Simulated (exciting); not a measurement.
# Pd (Fm-3m) in exciting: reference runs

Aim: a first look at Pd with PBE, on the cell as given and on a disturbed one.

Everything below comes from runs of exciting (release sodium). Logs are shortened: lines on timing, memory, paths and dates and some standing lists are left out, and cuts for length are marked.

## 1. The structure

The structure is cubic, space group Fm-3m (No. 225). The conventional cell has a = 3.893 Å, b = 3.893 Å, c = 3.893 Å, α = 90.00°, β = 90.00°, γ = 90.00°. Pd (site symmetry m-3m) has 12 Pd at 2.75 Å as nearest neighbours.

## 2. Single point, PBE

File input.xml:

```xml
<input>
  <title>Pd</title>
  <structure speciespath="./" tshift="false">
    <crystal scale="1">
      <basevect>0.000000000000 3.678351901584 3.678351901584</basevect>
      <basevect>3.678351901584 0.000000000000 3.678351901584</basevect>
      <basevect>3.678351901584 3.678351901584 0.000000000000</basevect>
    </crystal>
    <species speciesfile="Pd.xml" rmt="2.3">
      <atom coord="0.000000000000 0.000000000000 0.000000000000"/>
    </species>
  </structure>
  <groundstate do="fromscratch" ngridk="12 12 12" rgkmax="9" gmaxvr="14" lmaxapw="10" lmaxmat="10" lmaxvr="8" xctype="GGA_PBE" stype="Fermi Dirac" swidth="0.00183747" nempty="12" ValenceRelativity="iora*" epsengy="1e-05" epspot="1e-05" maxscl="60" tforce="true" outputlevel="normal"/>
</input>
```

Potentials or basis: all-electron LAPW+lo, shipped species files, valence relativity iora*.

Started as:

```bash
OMP_NUM_THREADS=1 exciting_smp
```

INFO.OUT:

```text
================================================================================
EXCITING SODIUM started
[... 10 lines left out ...]

 Lattice vectors (cartesian) :
      0.0000000000      3.6783519016      3.6783519016
      3.6783519016      0.0000000000      3.6783519016
      3.6783519016      3.6783519016      0.0000000000

 Reciprocal lattice vectors (cartesian) :
     -0.8540761563      0.8540761563      0.8540761563
      0.8540761563     -0.8540761563      0.8540761563
      0.8540761563      0.8540761563     -0.8540761563

 Unit cell volume                           :      99.5382087174
 Brillouin zone volume                      :       2.4920100195

 Species :    1 (Pd)
     parameters loaded from                 :    Pd.xml
     name                                   :    palladium
     nuclear charge                         :     -46.00000000
     electronic charge                      :      46.00000000
     atomic mass                            :  193991.79260000
     muffin-tin radius                      :       2.30000000
     # of radial points in muffin-tin       :     350

     atomic positions (lattice) :
[... 7 lines left out ...]
 Number of crystal symmetries               :      48

 k-point grid                               :      12   12   12
 Total number of k-points                   :      72
 k-point set is reduced with crystal symmetries

 R^MT_min * |G+k|_max (rgkmax)              :       9.00000000
 Species with R^MT_min                      :       1 (Pd)
 Maximum |G+k| for APW functions            :       3.91304348
 Maximum |G| for potential and density      :      14.00000000

 G-vector grid sizes                        :      24    24    24
 Total number of G-vectors                  :    4645

 Maximum angular momentum used for
     APW functions                          :      10
     computing H and O matrix elements      :      10
     potential and density                  :       8
     inner part of muffin-tin               :       2

 Total nuclear charge                       :     -46.00000000
 Total electronic charge                    :      46.00000000
 Total core charge                          :      28.00000000
 Total valence charge                       :      18.00000000

 Number of empty states                     :      12
 Total number of valence states             :      22

 Maximum Hamiltonian size                   :     126
 Maximum number of plane-waves              :     113
 Total number of local-orbitals             :      13

 Exchange-correlation type                  :      20
[... 23 lines left out ...]
+ SCF iteration number :    1                                                  +
++++++++++++++++++++++++++++++++++++++++++++++++++++++++++++++++++++++++++++++++
 Total energy                               :     -5032.40923391
 _______________________________________________________________
 Fermi energy                               :         0.42531406
 Kinetic energy                             :      5279.21811280
 Coulomb energy                             :    -10167.86421606
 Exchange energy                            :      -141.29653091
 Correlation energy                         :        -2.46659973

 DOS at Fermi energy (states/Ha/cell)       :        60.44839240

 Electron charges :
     core                                   :        28.00000000
     core leakage                           :         0.00000008
     valence                                :        18.00000000
     interstitial                           :         1.99180024
     charge in muffin-tin spheres :
                  atom     1    Pd          :        44.00819976
     total charge in muffin-tins            :        44.00819976
     total charge                           :        46.00000000

++++++++++++++++++++++++++++++++++++++++++++++++++++++++++++++++++++++++++++++++
+ SCF iteration number :    2                                                  +
++++++++++++++++++++++++++++++++++++++++++++++++++++++++++++++++++++++++++++++++
 Total energy                               :     -5043.53151979
 _______________________________________________________________
 Fermi energy                               :         0.38255729
 Kinetic energy                             :      5273.07867425
 Coulomb energy                             :    -10172.52367263
 Exchange energy                            :      -141.62053951
 Correlation energy                         :        -2.46598189

 DOS at Fermi energy (states/Ha/cell)       :        63.84553335

 Electron charges :
     core                                   :        28.00000000
     core leakage                           :         0.00000007
     valence                                :        18.00000000
     interstitial                           :         1.80236019
     charge in muffin-tin spheres :
                  atom     1    Pd          :        44.19763981
     total charge in muffin-tins            :        44.19763981
     total charge                           :        46.00000000

 RMS change in effective potential (target) :  0.280187E-01  ( 0.100000E-04)
 Absolute change in total energy   (target) :   11.1223      ( 0.100000E-04)
 Charge distance                   (target) :  0.126007E-01  ( 0.100000E-04)
 Abs. change in max-nonIBS-force   (target) :   0.00000      ( 0.500000E-04)

++++++++++++++++++++++++++++++++++++++++++++++++++++++++++++++++++++++++++++++++
+ SCF iteration number :    3                                                  +
++++++++++++++++++++++++++++++++++++++++++++++++++++++++++++++++++++++++++++++++
 Total energy                               :     -5046.78384865
 _______________________________________________________________
 Fermi energy                               :         0.36639425
 Kinetic energy                             :      5271.10344494
 Coulomb energy                             :    -10173.70256251
 Exchange energy                            :      -141.71887421
 Correlation energy                         :        -2.46585687

 DOS at Fermi energy (states/Ha/cell)       :        66.24644945

 Electron charges :
     core                                   :        28.00000000
     core leakage                           :         0.00000007
     valence                                :        18.00000000
     interstitial                           :         1.74097456
     charge in muffin-tin spheres :
                  atom     1    Pd          :        44.25902544
     total charge in muffin-tins            :        44.25902544
     total charge                           :        46.00000000
[... 241 lines left out ...]
 DOS at Fermi energy (states/Ha/cell)       :        67.46451902

 Electron charges :
     core                                   :        28.00000000
     core leakage                           :         0.00000007
     valence                                :        18.00000000
     interstitial                           :         1.72005145
     charge in muffin-tin spheres :
                  atom     1    Pd          :        44.27994855
     total charge in muffin-tins            :        44.27994855
     total charge                           :        46.00000000

 RMS change in effective potential (target) :  0.306218E-07  ( 0.100000E-04)
 Absolute change in total energy   (target) :  0.543698E-05  ( 0.100000E-04)
 Charge distance                   (target) :  0.102846E-07  ( 0.100000E-04)
 Abs. change in max-nonIBS-force   (target) :   0.00000      ( 0.500000E-04)

++++++++++++++++++++++++++++++++++++++++++++++++++++++++++++++++++++++++++++++++
+ SCF iteration number :   13                                                  +
++++++++++++++++++++++++++++++++++++++++++++++++++++++++++++++++++++++++++++++++
 Total energy                               :     -5047.04822000
 _______________________________________________________________
 Fermi energy                               :         0.35148360
 Kinetic energy                             :      5270.38769813
 Coulomb energy                             :    -10173.24123323
 Exchange energy                            :      -141.72885775
 Correlation energy                         :        -2.46582715

 DOS at Fermi energy (states/Ha/cell)       :        67.46450648

 Electron charges :
     core                                   :        28.00000000
     core leakage                           :         0.00000007
     valence                                :        18.00000000
     interstitial                           :         1.72005135
     charge in muffin-tin spheres :
                  atom     1    Pd          :        44.27994865
     total charge in muffin-tins            :        44.27994865
     total charge                           :        46.00000000

 RMS change in effective potential (target) :  0.751637E-08  ( 0.100000E-04)
 Absolute change in total energy   (target) :  0.388443E-05  ( 0.100000E-04)
 Charge distance                   (target) :  0.612221E-08  ( 0.100000E-04)
 Abs. change in max-nonIBS-force   (target) :   0.00000      ( 0.500000E-04)

++++++++++++++++++++++++++++++++++++++++++++++++++++++++++++++++++++++++++++++++
| Convergency criteria checked for the last 2 iterations                       +
| Convergence targets achieved. Performing final SCF iteration                 +
++++++++++++++++++++++++++++++++++++++++++++++++++++++++++++++++++++++++++++++++
 Total energy                               :     -5047.04821909
 _______________________________________________________________
 Fermi energy                               :         0.35148360
 Kinetic energy                             :      5270.38769854
 Coulomb energy                             :    -10173.24123277
 Exchange energy                            :      -141.72885771
 Correlation energy                         :        -2.46582715

 DOS at Fermi energy (states/Ha/cell)       :        67.46450950

 Electron charges :
     core                                   :        28.00000000
     core leakage                           :         0.00000007
     valence                                :        18.00000000
     interstitial                           :         1.72005137
     charge in muffin-tin spheres :
                  atom     1    Pd          :        44.27994863
     total charge in muffin-tins            :        44.27994863
     total charge                           :        46.00000000

++++++++++++++++++++++++++++++++++++++++++++++++++++++++++++++++++++++++++++++++
+ Self-consistent loop stopped                                                 +
++++++++++++++++++++++++++++++++++++++++++++++++++++++++++++++++++++++++++++++++
 STATE.OUT is written

--------------------------------------------------------------------------------
- Writing atomic positions and forces                                          -
--------------------------------------------------------------------------------

 Atomic positions (lattice) :
 atom     1  Pd  :     0.00000000    0.00000000    0.00000000

 Total atomic forces including IBS (cartesian) :
 atom     1  Pd  :     0.00000000    0.00000000    0.00000000

 Atomic force components including IBS (cartesian) :
 atom     1  Pd  :     0.00000000    0.00000000    0.00000000   HF force
                 :     0.00000000    0.00000000    0.00000000   core correction
                 :     0.00000000    0.00000000    0.00000000   IBS correction

********************************************************************************
[... 7 lines left out ...]
| EXCITING SODIUM stopped                                                      =
================================================================================
```

Run time: 19 s. Hardware: 1 thread of Arm Neoverse V2, shared host; peak memory 0.09 GiB.

What came out:

```
Free energy                                       : -137337.1981 eV
Band gap on the k mesh                            : none (metal or under the smearing width)
All electrons inside the program's atomic spheres : Pd 44.28 (radii Pd 2.3 bohr)
```

Caveat: the log's total energy holds no entropy term; the free energy is that total less TS from the occupations.

## 3. Single point, PBE (cell strained at random at fixed volume)

File input.xml:

```xml
<input>
  <title>Pd</title>
  <structure speciespath="./" tshift="false">
    <crystal scale="1">
      <basevect>-0.021025092863 3.694824644212 3.669587351818</basevect>
      <basevect>3.724790031371 0.011982753356 3.636579505599</basevect>
      <basevect>3.712255477986 3.649284134335 0.024515417015</basevect>
    </crystal>
    <species speciesfile="Pd.xml" rmt="2.3">
      <atom coord="0.023837000000 -0.016987000000 -0.002967000000"/>
    </species>
  </structure>
  <groundstate do="fromscratch" ngridk="12 12 12" rgkmax="9" gmaxvr="14" lmaxapw="10" lmaxmat="10" lmaxvr="8" xctype="GGA_PBE" stype="Fermi Dirac" swidth="0.00183747" nempty="12" ValenceRelativity="iora*" epsengy="1e-05" epspot="1e-05" maxscl="60" tforce="true" outputlevel="normal"/>
  <properties>
    <chargedensityplot>
      <plot3d>
        <box grid="14 14 14">
          <origin coord="0 0 0"/>
          <point coord="1 0 0"/>
          <point coord="0 1 0"/>
          <point coord="0 0 1"/>
        </box>
      </plot3d>
    </chargedensityplot>
    <elfplot>
      <plot3d>
        <box grid="14 14 14">
          <origin coord="0 0 0"/>
          <point coord="1 0 0"/>
          <point coord="0 1 0"/>
          <point coord="0 0 1"/>
        </box>
      </plot3d>
    </elfplot>
    <exccplot>
      <plot3d>
        <box grid="14 14 14">
          <origin coord="0 0 0"/>
          <point coord="1 0 0"/>
          <point coord="0 1 0"/>
          <point coord="0 0 1"/>
        </box>
      </plot3d>
    </exccplot>
  </properties>
</input>
```

Potentials or basis: all-electron LAPW+lo, shipped species files, valence relativity iora*.

Started as:

```bash
OMP_NUM_THREADS=1 exciting_smp
```

INFO.OUT:

```text
================================================================================
EXCITING SODIUM started
[... 10 lines left out ...]

 Lattice vectors (cartesian) :
     -0.0210250929      3.6948246442      3.6695873518
      3.7247900314      0.0119827534      3.6365795056
      3.7122554780      3.6492841343      0.0245154170

 Reciprocal lattice vectors (cartesian) :
     -0.8376857295      0.8463954423      0.8552160903
      0.8395900725     -0.8599267998      0.8706513526
      0.8453825910      0.8676240990     -0.8687474502

 Unit cell volume                           :      99.5382276704
 Brillouin zone volume                      :       2.4920095450

 Species :    1 (Pd)
     parameters loaded from                 :    Pd.xml
     name                                   :    palladium
     nuclear charge                         :     -46.00000000
     electronic charge                      :      46.00000000
     atomic mass                            :  193991.79260000
     muffin-tin radius                      :       2.30000000
     # of radial points in muffin-tin       :     350

     atomic positions (lattice) :
       1 :   0.02383700  0.98301300  0.99703300

 Total number of atoms per unit cell        :       1

 Spin treatment                             :    spin-unpolarised

 Number of Bravais lattice symmetries       :       2
 Number of crystal symmetries               :       1

 k-point grid                               :      12   12   12
 Total number of k-points                   :    1728
 k-point set is reduced with crystal symmetries

[... 20 lines left out ...]
 Total number of valence states             :      22

 Maximum Hamiltonian size                   :     126
 Maximum number of plane-waves              :     113
 Total number of local-orbitals             :      13

 Exchange-correlation type                  :      20
[... 23 lines left out ...]
+ SCF iteration number :    1                                                  +
++++++++++++++++++++++++++++++++++++++++++++++++++++++++++++++++++++++++++++++++
 Total energy                               :     -5032.41446508
 _______________________________________________________________
 Fermi energy                               :         0.42523012
 Kinetic energy                             :      5279.21662905
 Coulomb energy                             :    -10167.86761677
 Exchange energy                            :      -141.29687678
 Correlation energy                         :        -2.46660058
[... 344 lines left out ...]
 RMS change in effective potential (target) :  0.122073E-07  ( 0.100000E-04)
 Absolute change in total energy   (target) :  0.424320E-05  ( 0.100000E-04)
 Charge distance                   (target) :  0.608447E-08  ( 0.100000E-04)
 Abs. change in max-nonIBS-force   (target) :   0.00000      ( 0.500000E-04)

++++++++++++++++++++++++++++++++++++++++++++++++++++++++++++++++++++++++++++++++
| Convergency criteria checked for the last 2 iterations                       +
| Convergence targets achieved. Performing final SCF iteration                 +
++++++++++++++++++++++++++++++++++++++++++++++++++++++++++++++++++++++++++++++++
 Total energy                               :     -5047.04816294
 _______________________________________________________________
 Fermi energy                               :         0.35145408
 Kinetic energy                             :      5270.38845569
 Coulomb energy                             :    -10173.24180034
 Exchange energy                            :      -141.72898811
 Correlation energy                         :        -2.46583018

 DOS at Fermi energy (states/Ha/cell)       :        64.68902519

 Electron charges :
     core                                   :        28.00000000
     core leakage                           :         0.00000007
     valence                                :        18.00000000
     interstitial                           :         1.71955050
     charge in muffin-tin spheres :
                  atom     1    Pd          :        44.28044950
     total charge in muffin-tins            :        44.28044950
     total charge                           :        46.00000000

++++++++++++++++++++++++++++++++++++++++++++++++++++++++++++++++++++++++++++++++
+ Self-consistent loop stopped                                                 +
++++++++++++++++++++++++++++++++++++++++++++++++++++++++++++++++++++++++++++++++
 STATE.OUT is written

--------------------------------------------------------------------------------
- Writing atomic positions and forces                                          -
--------------------------------------------------------------------------------

 Atomic positions (lattice) :
 atom     1  Pd  :     0.02383700    0.98301300    0.99703300

 Total atomic forces including IBS (cartesian) :
 atom     1  Pd  :     0.00000000    0.00000000    0.00000000

 Atomic force components including IBS (cartesian) :
 atom     1  Pd  :     0.00000000    0.00000000    0.00000000   HF force
                 :     0.00000000    0.00000000    0.00000000   core correction
                 :     0.00000000    0.00000000    0.00000000   IBS correction

********************************************************************************
* Groundstate module stopped                                                   *
********************************************************************************

================================================================================
| EXCITING SODIUM stopped                                                      =
================================================================================
```

Wall time 7.8 min (1 thread of Arm Neoverse V2, shared host); peak memory 0.11 GiB.

Results:

| Quantity | Value |
| --- | --- |
| Free energy | -137337.1960 eV |
| Band gap on the k mesh | none (metal or under the smearing width) |
| All electrons inside the program's atomic spheres | Pd 44.28 (radii Pd 2.3 bohr) |

Caveat: the log's total energy holds no entropy term; the free energy is that total less TS from the occupations.
